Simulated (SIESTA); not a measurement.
## Na2S under changes of volume

One of the cells (23.853 Å³/atom); the others are scaled copies at fixed shape and fractional positions:

```
S Na
1.0
     0.00000    3.29518    3.29518
     3.29518    0.00000    3.29518
     3.29518    3.29518    0.00000
S Na
1 2
Direct
  0.00000 0.00000 0.00000
  0.75000 0.75000 0.75000
  0.25000 0.25000 0.25000
```

- Program: SIESTA 5.4.2
- Functional: PBEsol
- Potentials or basis: PseudoDojo 0.4 standard (PBEsol files)
- Basis: DZP (energy shift 0.003 Ry; two zetas on semicore shells)
- Grid cutoff: 800 Ry
- Energy shift: 0.003 Ry
- k mesh: 7 × 7 × 7
- Occupations: fermi-dirac, width 0.05 eV
- Spin: no spin polarisation

```csv
volume (Å³/atom),energy over the lowest point (meV/atom),pressure (GPa),gap on the mesh (eV)
21.982,6.54,1.9,2.59
22.450,?,?,?
22.918,0.00,0.4,2.45
23.853,1.51,-0.8,2.32
24.321,4.47,-1.3,2.26
24.789,8.82,-1.7,2.20
```

Problem. What does the run at 22.450 Å³/atom give?

Solution. Energy over the lowest point 2.22 meV/atom; pressure 1.1 GPa; gap on the mesh 2.52 eV.

Worked out: A Birch-Murnaghan fit of order 3 (a polynomial in V^(-2/3)) to the other rows has its minimum at 23.18 Å³/atom with B0 = V·E''(V) = 31 GPa and B' = 6.6. It gives 2.12 meV/atom at 22.450 Å³/atom, against the run's 2.22, and -dE/dV = 1.1 GPa, against 1.1. A straight line through the other rows of the gap, of slope -3.24 eV per unit of ln V (its deformation potential), gives 2.52 eV, against the run's 2.52.

Energies are extrapolated to zero smearing.

Caveats: an odd mesh through Γ misses points on the zone boundary, where band edges often lie; the basis of atomic orbitals isn't converged, which shifts pressures, moduli and gaps.
